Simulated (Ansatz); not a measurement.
**MnO under changes of volume**

One of the cells (10.999 Å³/atom); the others are scaled copies at fixed shape and fractional positions:

```
Mn O
1.0
     0.00000    2.22391    2.22391
     2.22391    0.00000    2.22391
     2.22391    2.22391    0.00000
Mn O
1 1
Direct
  0.00000 0.00000 0.00000
  0.50000 0.50000 0.50000
```

The cell is a database's computed one.

- Program: Ansatz 0.2.0
- Functional: PBEsol
- Potentials or basis: all-electron LAPW, scalar-relativistic
- Cutoff: 324 eV (chosen from the basis error)
- Basis error allowed: 0.001 eV/atom
- k mesh: 10 × 10 × 10
- Occupations: fermi-dirac, width 0.05 eV
- Spin: collinear spin, ferromagnetic start
- Starting moments: [4.0, 0.0] μB

```tsv
volume (Å³/atom)	energy over the lowest point (meV/atom)	pressure (GPa)	moment (μB per cell)
10.339	0.00	-2.1	4.53
10.559	4.32	-4.1	4.61
10.779	11.26	-5.8	4.68
10.999	19.58	-7.1	4.77
11.219	30.33	-9.2	4.80
11.439	?	?	?
11.659	60.86	-12.7	4.86
```

**Question.** What does the run at 11.439 Å³/atom give?

**Answer.** Energy over the lowest point 44.45 meV/atom; pressure -11.2 GPa; moment 4.82 μB per cell.

Worked out: A Birch-Murnaghan fit of order 3 (a polynomial in V^(-2/3)) to the other rows has no minimum within the range. It gives 44.19 meV/atom at 11.439 Å³/atom, against the run's 44.45, and -dE/dV = -11.0 GPa, against -11.2. A parabola through the other rows of the moment, of slope 0.131 μB per Å³/atom there, gives 4.84 μB, against the run's 4.82.

Energies are extrapolated to zero smearing.

Caveats: a cell with one magnetic atom can't hold antiferromagnetic order, which such compounds often take.
